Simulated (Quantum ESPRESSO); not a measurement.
# NiO2 (P-3m1) in Quantum ESPRESSO: further runs

One crystal, NiO2, is run at these levels: PBEsol, r2SCAN; tasks: band structure.

Program: Quantum ESPRESSO 7.5. These are calculated values, not measurements. Logs are shortened: lines on timing, memory, paths and dates and some standing lists are left out, and cuts for length are marked.

## Step 1: The crystal as given

It takes space group P-3m1 (No. 164, trigonal). Conventional cell: a = 2.799 Å, b = 2.799 Å, c = 4.618 Å, α = 90.00°, β = 90.00°, γ = 120.00°. Ni (site symmetry -3m) is surrounded by 6 O at 1.88 Å. O (site symmetry 3m) has 3 Ni at 1.88 Å as nearest neighbours.

The cell comes from a database or a generator and needn't be the stable form of this composition.

## Step 2: Band structure, PBEsol, collinear spin, ferromagnetic start

Input file pw.in:

```
&CONTROL
  calculation = 'scf'
  prefix = 'pwscf'
  outdir = './tmp'
  pseudo_dir = './pseudo'
  tprnfor = .true.
  tstress = .true.
  disk_io = 'low'
/
&SYSTEM
  ibrav = 0
  celldm(1) = 8
  nat = 3
  ntyp = 2
  ecutwfc = 45
  ecutrho = 360
  nbnd = 25
  occupations = 'smearing'
  smearing = 'fd'
  degauss = 0.00367493
  nspin = 2
  starting_magnetization(1) = 0.0556
  starting_magnetization(2) = 0
/
&ELECTRONS
  conv_thr = 6d-10
  electron_maxstep = 120
  mixing_beta = 0.3
/
ATOMIC_SPECIES
Ni    58.6934 ni_pbesol_v1.4.uspp.F.UPF
O     15.9990 o_pbesol_v1.2.uspp.F.UPF
CELL_PARAMETERS alat
  0.6611164009274   0.0000000000000   0.0000000000000
 -0.3305582004637   0.5725435980756   0.0000000000000
  0.0000000000000   0.0000000000000   1.0909088923442
ATOMIC_POSITIONS crystal
Ni     0.0000000000    0.0000000000    0.5000000000
O      0.3333333333    0.6666666667    0.2939610000
O      0.6666666667    0.3333333333    0.7060390000
K_POINTS automatic
11 11 6 0 0 0
```

Input file bands.in:

```
&CONTROL
  calculation = 'bands'
  prefix = 'pwscf'
  outdir = './tmp'
  pseudo_dir = './pseudo'
  disk_io = 'low'
  verbosity = 'high'
/
&SYSTEM
  ibrav = 0
  celldm(1) = 8
  nat = 3
  ntyp = 2
  ecutwfc = 45
  ecutrho = 360
  nbnd = 25
  occupations = 'smearing'
  smearing = 'fd'
  degauss = 0.00367493
  nspin = 2
  starting_magnetization(1) = 0.0556
  starting_magnetization(2) = 0
/
&ELECTRONS
  conv_thr = 1d-08
  electron_maxstep = 120
  mixing_beta = 0.3
  diago_full_acc = .true.
  startingwfc = 'random'
/
ATOMIC_SPECIES
Ni    58.6934 ni_pbesol_v1.4.uspp.F.UPF
O     15.9990 o_pbesol_v1.2.uspp.F.UPF
CELL_PARAMETERS alat
  0.6611164009274   0.0000000000000   0.0000000000000
 -0.3305582004637   0.5725435980756   0.0000000000000
  0.0000000000000   0.0000000000000   1.0909088923442
ATOMIC_POSITIONS crystal
Ni     0.0000000000    0.0000000000    0.5000000000
O      0.3333333333    0.6666666667    0.2939610000
O      0.6666666667    0.3333333333    0.7060390000
K_POINTS crystal
60
 0.0000000000  0.0000000000  0.0000000000 1
 0.0625000000  0.0000000000  0.0000000000 1
 0.1250000000  0.0000000000  0.0000000000 1
 0.1875000000  0.0000000000  0.0000000000 1
 0.2500000000  0.0000000000  0.0000000000 1
 0.3125000000  0.0000000000  0.0000000000 1
 0.3750000000  0.0000000000  0.0000000000 1
 0.4375000000  0.0000000000  0.0000000000 1
 0.5000000000  0.0000000000  0.0000000000 1
 0.4583333333  0.0833333333  0.0000000000 1
 0.4166666667  0.1666666667  0.0000000000 1
 0.3750000000  0.2500000000  0.0000000000 1
 0.3333333333  0.3333333333  0.0000000000 1
 0.2962962963  0.2962962963  0.0000000000 1
 0.2592592593  0.2592592593  0.0000000000 1
 0.2222222222  0.2222222222  0.0000000000 1
 0.1851851852  0.1851851852  0.0000000000 1
 0.1481481481  0.1481481481  0.0000000000 1
 0.1111111111  0.1111111111  0.0000000000 1
 0.0740740741  0.0740740741  0.0000000000 1
 0.0370370370  0.0370370370  0.0000000000 1
 0.0000000000  0.0000000000  0.0000000000 1
 0.0000000000  0.0000000000  0.1250000000 1
 0.0000000000  0.0000000000  0.2500000000 1
 0.0000000000  0.0000000000  0.3750000000 1
 0.0000000000  0.0000000000  0.5000000000 1
 0.0625000000  0.0000000000  0.5000000000 1
 0.1250000000  0.0000000000  0.5000000000 1
 0.1875000000  0.0000000000  0.5000000000 1
 0.2500000000  0.0000000000  0.5000000000 1
 0.3125000000  0.0000000000  0.5000000000 1
 0.3750000000  0.0000000000  0.5000000000 1
 0.4375000000  0.0000000000  0.5000000000 1
 0.5000000000  0.0000000000  0.5000000000 1
 0.4666666667  0.0666666667  0.5000000000 1
 0.4333333333  0.1333333333  0.5000000000 1
 0.4000000000  0.2000000000  0.5000000000 1
 0.3666666667  0.2666666667  0.5000000000 1
 0.3333333333  0.3333333333  0.5000000000 1
 0.3030303030  0.3030303030  0.5000000000 1
 0.2727272727  0.2727272727  0.5000000000 1
 0.2424242424  0.2424242424  0.5000000000 1
 0.2121212121  0.2121212121  0.5000000000 1
 0.1818181818  0.1818181818  0.5000000000 1
 0.1515151515  0.1515151515  0.5000000000 1
 0.1212121212  0.1212121212  0.5000000000 1
 0.0909090909  0.0909090909  0.5000000000 1
 0.0606060606  0.0606060606  0.5000000000 1
 0.0303030303  0.0303030303  0.5000000000 1
 0.0000000000  0.0000000000  0.5000000000 1
 0.5000000000  0.0000000000  0.5000000000 1
 0.5000000000  0.0000000000  0.3750000000 1
 0.5000000000  0.0000000000  0.2500000000 1
 0.5000000000  0.0000000000  0.1250000000 1
 0.5000000000  0.0000000000  0.0000000000 1
 0.3333333333  0.3333333333  0.0000000000 1
 0.3333333333  0.3333333333  0.1250000000 1
 0.3333333333  0.3333333333  0.2500000000 1
 0.3333333333  0.3333333333  0.3750000000 1
 0.3333333333  0.3333333333  0.5000000000 1
```

Potentials or basis: GBRV 1.5 PBEsol.

Started as:

```bash
$ OMP_NUM_THREADS=1 mpirun -n 2 pw.x -nk 2 -in pw.in > pw.out
$ OMP_NUM_THREADS=1 mpirun -n 2 pw.x -nk 2 -in bands.in > bands.out
```

pw.out:

```text
This program is part of the open-source Quantum ESPRESSO suite
     for quantum simulation of materials; please cite
         "P. Giannozzi et al., J. Phys.:Condens. Matter 21 395502 (2009);
         "P. Giannozzi et al., J. Phys.:Condens. Matter 29 465901 (2017);
         "P. Giannozzi et al., J. Chem. Phys. 152 154105 (2020);
     in publications or presentations arising from this work. More details at

     Message from routine setup:
     using ibrav=0 with symmetry is DISCOURAGED, use correct ibrav instead

     K-points division:     npool     =       2
     Subspace diagonalization in iterative solution of the eigenvalue problem:
     a serial algorithm will be used

     G-vector sticks info
     --------------------
     sticks:   dense  smooth     PW     G-vecs:    dense   smooth      PW
     Sum         685     349    109                24377     8677    1521

     Using Slab Decomposition

     bravais-lattice index     =            0
     lattice parameter (alat)  =       8.0000  a.u.
     unit-cell volume          =     211.4194 (a.u.)^3
     number of atoms/cell      =            3
     number of atomic types    =            2
     number of electrons       =        30.00
     number of Kohn-Sham states=           25
     kinetic-energy cutoff     =      45.0000  Ry
     charge density cutoff     =     360.0000  Ry
     scf convergence threshold =      6.0E-10
     mixing beta               =       0.3000
     number of iterations used =            8  plain     mixing
     Exchange-correlation= SLA  PW   PSX  PSC
                           (   1   4  10   8   0   0   0)

     celldm(1)=   8.000000  celldm(2)=   0.000000  celldm(3)=   0.000000
     celldm(4)=   0.000000  celldm(5)=   0.000000  celldm(6)=   0.000000

     crystal axes: (cart. coord. in units of alat)
               a(1) = (   0.661116   0.000000   0.000000 )
               a(2) = (  -0.330558   0.572544   0.000000 )
               a(3) = (   0.000000   0.000000   1.090909 )

     reciprocal axes: (cart. coord. in units 2 pi/alat)
               b(1) = (  1.512593  0.873296 -0.000000 )
               b(2) = (  0.000000  1.746592  0.000000 )
               b(3) = (  0.000000 -0.000000  0.916667 )

     PseudoPot. # 1 for Ni read from file:
     ni_pbesol_v1.4.uspp.F.UPF
     Pseudo is Ultrasoft + core correction, Zval = 18.0
     Generated by new atomic code, or converted to UPF format
     Using radial grid of  865 points,  6 beta functions with:
                l(1) =   0
                l(2) =   0
                l(3) =   1
                l(4) =   1
                l(5) =   2
                l(6) =   2
     Q(r) pseudized with 10 coefficients,  rinner =    0.980   0.980   0.980
                                                       0.980   0.980

     PseudoPot. # 2 for O  read from file:
     o_pbesol_v1.2.uspp.F.UPF
     Pseudo is Ultrasoft + core correction, Zval =  6.0
     Generated by new atomic code, or converted to UPF format
     Using radial grid of  737 points,  5 beta functions with:
                l(1) =   0
                l(2) =   0
                l(3) =   1
                l(4) =   1
                l(5) =   2
     Q(r) pseudized with  8 coefficients,  rinner =    0.900   0.900   0.900
                                                       0.900   0.900

     atomic species   valence    mass     pseudopotential
     Ni               18.00    58.69340     Ni( 1.00)
     O                 6.00    15.99900     O ( 1.00)

     Starting magnetic structure
     atomic species   magnetization
     Ni              0.056
     O               0.000

     12 Sym. Ops., with inversion, found

   Cartesian axes

     site n.     atom                  positions (alat units)
         1        Ni     tau(   1) = (   0.0000000   0.0000000   0.5454544  )
         2        O      tau(   2) = (  -0.0000000   0.3816957   0.3206847  )
         3        O      tau(   3) = (   0.3305582   0.1908479   0.7702242  )

     number of k points=    84  Fermi-Dirac smearing, width (Ry)=  0.0037
                       cart. coord. in units 2pi/alat
        k(    1) = (   0.0000000   0.0000000   0.0000000), wk =   0.0013774
        k(    2) = (   0.0000000   0.0000000   0.1527778), wk =   0.0027548
        k(    3) = (   0.0000000   0.0000000   0.3055556), wk =   0.0027548
        k(    4) = (   0.0000000   0.0000000  -0.4583334), wk =   0.0013774
        k(    5) = (   0.0000000   0.1587811   0.0000000), wk =   0.0082645
        k(    6) = (   0.0000000   0.1587811   0.1527778), wk =   0.0082645
[... 76 lines left out ...]
        k(   83) = (  -0.2750169   0.7939054  -0.1527778), wk =   0.0165289
        k(   84) = (  -0.2750169   0.7939054  -0.3055556), wk =   0.0165289

     Dense  grid:    24377 G-vectors     FFT dimensions: (  32,  32,  54)

     Smooth grid:     8677 G-vectors     FFT dimensions: (  24,  24,  40)

     Check: negative core charge=   -0.000004
     Generating pointlists ...
     new r_m :   0.1827 (alat units)  1.4618 (a.u.) for type    1
     new r_m :   0.1827 (alat units)  1.4618 (a.u.) for type    2

     Initial potential from superposition of free atoms

     starting charge      28.0000, renormalised to      30.0000
     Starting wfcs are   21 randomized atomic wfcs +    4 random wfcs

     Self-consistent Calculation

     iteration #  1     ecut=    45.00 Ry     beta= 0.30
     Davidson diagonalization with overlap
     ethr =  1.00E-02,  avg # of iterations =  5.7

     total energy              =    -396.16285707 Ry
     estimated scf accuracy    <      32.92829631 Ry

     total magnetization       =     0.39 Bohr mag/cell
     absolute magnetization    =     0.44 Bohr mag/cell

     iteration #  2     ecut=    45.00 Ry     beta= 0.30
     Davidson diagonalization with overlap
     ethr =  1.00E-02,  avg # of iterations =  3.0

     total energy              =    -406.47769735 Ry
     estimated scf accuracy    <      18.13063586 Ry

     total magnetization       =     0.03 Bohr mag/cell
     absolute magnetization    =     0.04 Bohr mag/cell

     iteration #  3     ecut=    45.00 Ry     beta= 0.30
     Davidson diagonalization with overlap
     ethr =  1.00E-02,  avg # of iterations =  2.0

     total energy              =    -406.99854067 Ry
     estimated scf accuracy    <       1.84619985 Ry

     total magnetization       =     0.02 Bohr mag/cell
     absolute magnetization    =     0.19 Bohr mag/cell
[... 105 lines left out ...]
     total energy              =    -407.41707239 Ry
     estimated scf accuracy    <          9.3E-09 Ry

     total magnetization       =    -0.00 Bohr mag/cell
     absolute magnetization    =     0.00 Bohr mag/cell

     iteration # 15     ecut=    45.00 Ry     beta= 0.30
     Davidson diagonalization with overlap
     ethr =  3.11E-11,  avg # of iterations =  2.0

     total energy              =    -407.41707240 Ry
     estimated scf accuracy    <          7.1E-10 Ry

     total magnetization       =    -0.00 Bohr mag/cell
     absolute magnetization    =     0.00 Bohr mag/cell

     iteration # 16     ecut=    45.00 Ry     beta= 0.30
     Davidson diagonalization with overlap
     ethr =  2.35E-12,  avg # of iterations =  2.0

     Magnetic moment per site  (integrated on atomic sphere of radius R)
     atom   1 (R=0.183)  charge= 15.0746  magn= -0.0000
     atom   2 (R=0.183)  charge=  5.0774  magn= -0.0000
     atom   3 (R=0.183)  charge=  5.0774  magn= -0.0000

     End of self-consistent calculation

     Number of k-points >= 100: set verbosity='high' to print the bands.

     the Fermi energy is     7.5599 ev

!    total energy              =    -407.41707242 Ry
     estimated scf accuracy    <          3.5E-10 Ry
     smearing contrib. (-TS)   =      -0.00000034 Ry
     internal energy E=F+TS    =    -407.41707208 Ry

     The total energy is F=E-TS. E is the sum of the following terms:
     one-electron contribution =    -353.82605476 Ry
     hartree contribution      =     189.26887836 Ry
     xc contribution           =     -49.23987572 Ry
     ewald contribution        =    -193.62001996 Ry

     total magnetization       =    -0.00 Bohr mag/cell
     absolute magnetization    =     0.00 Bohr mag/cell

     convergence has been achieved in  16 iterations

     Forces acting on atoms (cartesian axes, Ry/au):

     atom    1 type  1   force =    -0.00000000    0.00000000    0.00000000
     atom    2 type  2   force =     0.00000000    0.00000000    0.01611155
     atom    3 type  2   force =     0.00000000    0.00000000   -0.01611155

     Total force =     0.022785     Total SCF correction =     0.000002

     Computing stress (Cartesian axis) and pressure

          total   stress  (Ry/bohr**3)                   (kbar)     P=      -41.43
  -0.00029181  -0.00000000   0.00000000          -42.93       -0.00        0.00
  -0.00000000  -0.00029181   0.00000000           -0.00      -42.93        0.00
   0.00000000   0.00000000  -0.00026122            0.00        0.00      -38.43

=------------------------------------------------------------------------------=
   JOB DONE.
=------------------------------------------------------------------------------=
```

Run time: 62 s. Hardware: 2 MPI ranks of AMD EPYC 7R43 (Zen 3), shared host; peak memory 0.26 GiB.

Results:

- Free energy: -5543.1917 eV
- Pressure: -4.1 GPa
- Largest force: 0.414 eV/Å
- Band gap on the k mesh: 0.92 eV, indirect (least direct gap 1.18 eV)
- Band gap along the path: 1.08 eV, indirect (least direct gap 1.37 eV)
- Net moment: 0.00 μB per cell
- Absolute moment: 0.00 μB per cell
- Valence electrons inside the program's atomic spheres: Ni 15.07; O 5.08

Forces in eV/Å, atoms in the order of the input:
```
Ni   0.000  0.000  0.000
O    0.000  0.000  0.414
O    0.000  0.000 -0.414
```

Levels at the corners of the path, in eV from the valence-band top:
Spin up:
```tsv
point	band 11	band 12	band 13	band 14	band 15	band 16	band 17	band 18	band 19	band 20
Γ	-2.13	-1.08	-1.08	-0.76	-0.43	2.21	2.21	7.59	10.93	14.80
M	-2.79	-2.20	-1.73	-1.66	-1.02	1.58	2.16	12.34	13.21	13.96
K	-3.48	-2.75	-1.82	-0.73	-0.73	1.32	1.32	13.87	14.74	14.74
Γ	-2.13	-1.08	-1.08	-0.76	-0.43	2.21	2.21	7.59	10.93	14.80
A	-2.14	-2.06	-1.12	-1.12	-0.12	2.25	2.25	9.67	9.83	14.01
L	-2.70	-1.73	-1.69	-1.58	-1.10	1.59	2.07	11.62	12.75	14.76
H	-3.39	-3.02	-1.81	-0.84	-0.84	1.62	1.62	13.53	14.64	15.58
A	-2.14	-2.06	-1.12	-1.12	-0.12	2.25	2.25	9.67	9.83	14.01
L	-2.70	-1.73	-1.69	-1.58	-1.10	1.59	2.07	11.62	12.75	14.76
M	-2.79	-2.20	-1.73	-1.66	-1.02	1.58	2.16	12.34	13.21	13.96
K	-3.48	-2.75	-1.82	-0.73	-0.73	1.32	1.32	13.87	14.74	14.74
H	-3.39	-3.02	-1.81	-0.84	-0.84	1.62	1.62	13.53	14.64	15.58
```
Spin down:
```csv
point,band 11,band 12,band 13,band 14,band 15,band 16,band 17,band 18,band 19,band 20
Γ,-2.13,-1.08,-1.08,-0.76,-0.43,2.21,2.21,7.59,10.93,14.80
M,-2.79,-2.20,-1.73,-1.66,-1.02,1.58,2.16,12.34,13.21,13.96
K,-3.48,-2.75,-1.82,-0.73,-0.73,1.32,1.32,13.87,14.74,14.74
Γ,-2.13,-1.08,-1.08,-0.76,-0.43,2.21,2.21,7.59,10.93,14.80
A,-2.14,-2.06,-1.12,-1.12,-0.12,2.25,2.25,9.67,9.83,14.01
L,-2.70,-1.73,-1.69,-1.58,-1.10,1.59,2.07,11.62,12.75,14.76
H,-3.39,-3.02,-1.81,-0.84,-0.84,1.62,1.62,13.53,14.64,15.58
A,-2.14,-2.06,-1.12,-1.12,-0.12,2.25,2.25,9.67,9.83,14.01
L,-2.70,-1.73,-1.69,-1.58,-1.10,1.59,2.07,11.62,12.75,14.76
M,-2.79,-2.20,-1.73,-1.66,-1.02,1.58,2.16,12.34,13.21,13.96
K,-3.48,-2.75,-1.82,-0.73,-0.73,1.32,1.32,13.87,14.74,14.74
H,-3.39,-3.02,-1.81,-0.84,-0.84,1.62,1.62,13.53,14.64,15.58
```

## Step 3: Band structure, r2SCAN, collinear spin, ferromagnetic start

pw.in, as its differences from that of step 2:

```diff
@@ -6,3 +6,2 @@
   tprnfor = .true.
-  tstress = .true.
   disk_io = 'low'
@@ -14,5 +13,5 @@
   ntyp = 2
-  ecutwfc = 45
-  ecutrho = 360
+  ecutwfc = 88
   nbnd = 25
+  input_dft = 'r2scan'
   occupations = 'smearing'
@@ -23,5 +22,6 @@
   starting_magnetization(2) = 0
+  nosym = .true.
 /
 &ELECTRONS
-  conv_thr = 6d-10
+  conv_thr = 1d-08
   electron_maxstep = 120
@@ -30,4 +30,4 @@
 ATOMIC_SPECIES
-Ni    58.6934 ni_pbesol_v1.4.uspp.F.UPF
-O     15.9990 o_pbesol_v1.2.uspp.F.UPF
+Ni    58.6934 Ni_ONCV_PBE-1.2.upf
+O     15.9990 O_ONCV_PBE-1.2.upf
 CELL_PARAMETERS alat
@@ -41,2 +41,2 @@
 K_POINTS automatic
-11 11 6 0 0 0
+7 7 4 0 0 0
```

bands.in, as its differences from that of step 2:

```diff
@@ -13,5 +13,5 @@
   ntyp = 2
-  ecutwfc = 45
-  ecutrho = 360
+  ecutwfc = 88
   nbnd = 25
+  input_dft = 'r2scan'
   occupations = 'smearing'
@@ -22,2 +22,3 @@
   starting_magnetization(2) = 0
+  nosym = .true.
 /
@@ -31,4 +32,4 @@
 ATOMIC_SPECIES
-Ni    58.6934 ni_pbesol_v1.4.uspp.F.UPF
-O     15.9990 o_pbesol_v1.2.uspp.F.UPF
+Ni    58.6934 Ni_ONCV_PBE-1.2.upf
+O     15.9990 O_ONCV_PBE-1.2.upf
 CELL_PARAMETERS alat
```

Potentials or basis: SG15 PBE 1.2.

Started as:

```bash
$ OMP_NUM_THREADS=1 mpirun -n 2 pw.x -nk 2 -in pw.in > pw.out
$ OMP_NUM_THREADS=1 mpirun -n 2 pw.x -nk 2 -in bands.in > bands.out
```

Wall time 8.9 min (2 MPI ranks of AMD EPYC 7R43 (Zen 3), shared host); peak memory 0.42 GiB.

It converged, with:

* Free energy: -5062.3476 eV
* Largest force: 0.283 eV/Å
* Band gap on the k mesh: 1.12 eV, indirect (least direct gap 1.42 eV)
* Band gap along the path: 1.26 eV, indirect (least direct gap 1.58 eV)
* Net moment: 0.00 μB per cell
* Absolute moment: 0.00 μB per cell
* Valence electrons inside the program's atomic spheres: Ni 15.03; O 5.12

Forces in eV/Å, atoms in the order of the input:
```
Ni   0.000  0.000  0.000
O    0.000  0.000  0.283
O    0.000  0.000 -0.283
```

Levels at the corners of the path, in eV from the valence-band top:
Spin up:
| point | band 12 | band 13 | band 14 | band 15 | band 16 | band 17 | band 18 | band 19 |
| --- | --- | --- | --- | --- | --- | --- | --- | --- |
| Γ | -1.02 | -1.02 | -0.68 | -0.45 | 2.42 | 2.42 | 8.33 | 12.05 |
| M | -2.15 | -1.85 | -1.72 | -1.07 | 1.76 | 2.38 | 13.47 | 14.25 |
| K | -2.69 | -1.91 | -0.79 | -0.79 | 1.53 | 1.53 | 14.86 | 15.99 |
| Γ | -1.02 | -1.02 | -0.68 | -0.45 | 2.42 | 2.42 | 8.33 | 12.05 |
| A | -1.99 | -1.06 | -1.06 | -0.12 | 2.46 | 2.46 | 10.58 | 10.71 |
| L | -1.86 | -1.74 | -1.54 | -1.16 | 1.77 | 2.29 | 12.61 | 13.79 |
| H | -2.95 | -1.90 | -0.90 | -0.90 | 1.82 | 1.82 | 14.51 | 15.89 |
| A | -1.99 | -1.06 | -1.06 | -0.12 | 2.46 | 2.46 | 10.58 | 10.71 |
| L | -1.86 | -1.74 | -1.54 | -1.16 | 1.77 | 2.29 | 12.61 | 13.79 |
| M | -2.15 | -1.85 | -1.72 | -1.07 | 1.76 | 2.38 | 13.47 | 14.25 |
| K | -2.69 | -1.91 | -0.79 | -0.79 | 1.53 | 1.53 | 14.86 | 15.99 |
| H | -2.95 | -1.90 | -0.90 | -0.90 | 1.82 | 1.82 | 14.51 | 15.89 |
Spin down:
```csv
point,band 11,band 12,band 13,band 14,band 15,band 16,band 17,band 18,band 19,band 20
Γ,-2.20,-1.02,-1.02,-0.68,-0.45,2.42,2.42,8.33,12.05,15.96
M,-2.74,-2.15,-1.85,-1.72,-1.07,1.76,2.38,13.47,14.25,14.93
K,-3.51,-2.69,-1.91,-0.79,-0.79,1.53,1.53,14.86,15.99,15.99
Γ,-2.20,-1.02,-1.02,-0.68,-0.45,2.42,2.42,8.33,12.05,15.96
A,-2.20,-1.99,-1.06,-1.06,-0.12,2.46,2.46,10.58,10.71,15.22
L,-2.65,-1.86,-1.74,-1.54,-1.16,1.77,2.29,12.61,13.79,16.00
H,-3.41,-2.95,-1.90,-0.90,-0.90,1.82,1.82,14.51,15.89,16.91
A,-2.20,-1.99,-1.06,-1.06,-0.12,2.46,2.46,10.58,10.71,15.22
L,-2.65,-1.86,-1.74,-1.54,-1.16,1.77,2.29,12.61,13.79,16.00
M,-2.74,-2.15,-1.85,-1.72,-1.07,1.76,2.38,13.47,14.25,14.93
K,-3.51,-2.69,-1.91,-0.79,-0.79,1.53,1.53,14.86,15.99,15.99
H,-3.41,-2.95,-1.90,-0.90,-0.90,1.82,1.82,14.51,15.89,16.91
```

Caveat: the potentials were made for another functional, which shifts forces and pressure.
